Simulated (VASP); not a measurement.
**Si: single point with PBE+D3(BJ)**

The system is Si.

```
Si
1.0
     0.00000    1.91083    2.10191
     1.91083    0.00000    2.10191
     1.91083    1.91083    0.00000
Si
1
Cartesian
  0.0000 0.0000 0.0000
```

The cell isn't the ideal one: strain +0.1000 x Voigt [0, 0, 1, 0, 0, 0], atoms carried along.

```
Program             : VASP 6.6.1
Task                : single point
Functional          : PBE
Dispersion          : D3(BJ)
Potentials or basis : VASP PAW PBE potentials, release 64 (Si)
Cutoff              : 520 eV
k mesh              : 22 × 22 × 22
Occupations         : gaussian, width 0.15 eV
Spin                : no spin polarisation
```

| Property | Result |
| --- | --- |
| Pressure | -8.6 GPa |
| Band gap on the k mesh | none (metal or under the smearing width) |
| Dispersion energy per atom | -0.403 eV |

Stress tensor (GPa, compression positive):
```
-9.15  0.00  0.00
 0.00 -9.15  0.00
 0.00  0.00 -7.37
```

Levels at points of the mesh, in eV from the Fermi level:
```csv
k point,band 1,band 2,band 3,band 4,band 5
"(0.00, 0.00, 0.00)",-13.91,10.38,10.47,10.47,11.00
"(0.50, 0.00, 0.00)",-7.41,-6.56,6.75,9.19,9.23
"(0.50, 0.50, 0.00)",-5.90,-5.80,4.22,4.22,5.20
"(0.50, 0.00, 0.50)",-4.64,-3.75,2.08,3.00,4.28
```

Run time: 27 s on 1 thread of Intel(R) Xeon(R) 6975P-C (Granite Rapids) (shared host), peak memory 0.21 GiB.

Caveat: pairwise dispersion overbinds metals, which lowers pressure and volume.
